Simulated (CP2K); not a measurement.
The system is HfC.

```
CELL_PARAMETERS angstrom
3.28805 0.00000 0.00000
1.64402 2.84753 0.00000
1.64402 0.94918 2.68468
ATOMIC_POSITIONS crystal
Hf 0.50000 0.50000 0.50000
C 0.00000 0.00000 0.00000
```

Base run:

```yaml
Program: CP2K 2026.2
Functional: LDA
Potentials_or_basis: POTENTIAL_UZH Hf GTH-PBE-q12, C GTH-PBE-q4; TZVP-MOLOPT-PBE-GTH basis
Density_cutoff: 9184 eV
k_mesh: 10 × 10 × 10
Occupations: fermi-dirac, width 0.05 eV
Spin: no spin polarisation
```

Its results: band gap on the k mesh none (metal or under the smearing width); pressure -9.1 GPa.

**Question.** After a change of settings the same cell gave: band gap on the k mesh none (metal or under the smearing width); pressure 9.3 GPa. Which change was it?
A. functional from LDA to optB88-vdW
B. functional from LDA to PBE; density cutoff from 9184 eV to 6123 eV; cutoff of the grids from 675 Ry to 450 Ry
C. functional from LDA to vdW-DF2
D. functional from LDA to PBEsol

**Answer.** C.

Caveats: the potentials were made for another functional, which shifts forces and pressure; the basis of atomic orbitals isn't converged, which shifts pressures, moduli and gaps.

Not every run made on this cell is shown here.
